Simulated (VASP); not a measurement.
Here is the system:

```
Li3N
1.0
    3.60973     0.00000     0.00000
   -1.80486     3.12612     0.00000
    0.00000     0.00000     3.85464
Li N
3 1
Direct
  0.00000   0.00000   0.50000
  0.33333   0.66667   0.00000
  0.66667   0.33333   0.00000
  0.00000   0.00000   0.00000
```

The numbers are results of revPBE GGA, VASP's PBE PAW potentials (set 64) (plane waves; VASP), not measurements. Run with 560 eV cut-off, 11×11×9 Γ-centred mesh, Gaussian smearing of 0.010 eV, potentials Li_sv N.

Energy and stress use the plane-wave basis of the starting cell.

Problem. The ions, cell shape and volume are relaxed. Give the cell that the relaxation ends in.

Solution. 
```
Li3N
1.0
    3.67851     0.00000     0.00000
   -1.83926     3.18568     0.00000
    0.00000     0.00000     3.91031
Li N
3 1
Cartesian
  0.00000   0.00000   1.95516
  0.00000   2.12379   3.91031
  1.83926   1.06189   0.00000
  0.00000   0.00000   0.00000
```
Space group P6/mmm (191), at a tolerance of 0.03 Å.

Problem. How do energy and volume change from the first to the last step?

Solution. The energy (σ→0) changes by -5.0 meV/atom and the volume by +5.3 %, in 3 ionic steps.

The structure comes from a computed database's Li3N entry; how it stands against other phases isn't given here. This run relaxes it. Symmetry was kept, so distortions that lower it aren't found. The run is one of a series of settings (EDIFFG = -0.01, ENCUT = 560, IBRION = 2, ISIF = 3, NSW = 50 against the base run), some of them coarse on purpose.
